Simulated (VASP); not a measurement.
# NaI: restarted molecular dynamics, 2 variants

NaI, I4_1/amd (no. 141), 8 atoms in the cell. PBE, molecular dynamics; PAW potentials I, Na (PBE set).

| Restart from | Temperature at the end (K) | The same without a restart (K) | Potential energy at the end (eV/atom) | The same without a restart (eV/atom) | Electronic steps in the first step after the restart | Time (s) |
|---|---|---|---|---|---|---|
| CONTCAR with velocities, WAVECAR read | 1190.0 | 1190.0 | -2.57517 | -2.57518 | 4 | 92 |
| CONTCAR with velocities, no WAVECAR | 1190.0 | 1190.0 | -2.57517 | -2.57518 | 16 | 92 |

Limits: 120 fs of 8 atoms are too short for converged averages; the cell is only 4.4 Å across, so each atom moves in step with near copies of itself.

## Input of the first row

INCAR.step1:
```
GGA = PE
PREC = Normal
ENCUT = 200
EDIFF = 1E-6
NELMIN = 4
NELM = 60
ALGO = Normal
LREAL = Auto
LASPH = True
ISMEAR = 0
SIGMA = 0.05
ISYM = 0
LWAVE = True
LCHARG = False
IBRION = 0
NSW = 30
POTIM = 2.0
TEBEG = 1600
ISIF = 2
RANDOM_SEED = 195305 0 0
MDALGO = 2
SMASS = 0
KPAR = 2
```

INCAR.step2, as INCAR.step1 but for:
```
- LWAVE = True
+ LWAVE = False
```

KPOINTS:
```
k-points
0
Monkhorst-Pack
  2 2 1
```

POSCAR.step1:
```
NaI
1.0
    4.4290270000      0.0000000000      0.0000000000
    0.0000000000      4.4290270000      0.0000000000
    0.0000000000      0.0000000000     16.7275440000
I Na
4 4
Direct
    0.0000000000      0.0000000000      0.0000000000
    0.0000000000      0.5000000000      0.2500000000
    0.5000000000      0.5000000000      0.5000000000
    0.5000000000      0.0000000000      0.7500000000
    0.5000000000      0.5000000000      0.0000000000
    0.5000000000      0.0000000000      0.2500000000
    0.0000000000      0.0000000000      0.5000000000
    0.0000000000      0.5000000000      0.7500000000
```

Commands (each step's output is kept before the next begins):
```
cat potpaw_PBE.64/I/POTCAR potpaw_PBE.64/Na/POTCAR > POTCAR
cp INCAR.step1 INCAR
cp POSCAR.step1 POSCAR
mpirun -np 2 vasp_std > vasp.out
cp CONTCAR POSCAR
cp INCAR.step2 INCAR
mpirun -np 2 vasp_std > vasp.out
```

Changes of the last row against the first:
```
(step 1)
- LWAVE = True
+ LWAVE = False
```

VASP 6.6.1 took 92 s on 2 cores (Intel Xeon Platinum 8375C @ 2.90GHz (Ice Lake)), a shared host.
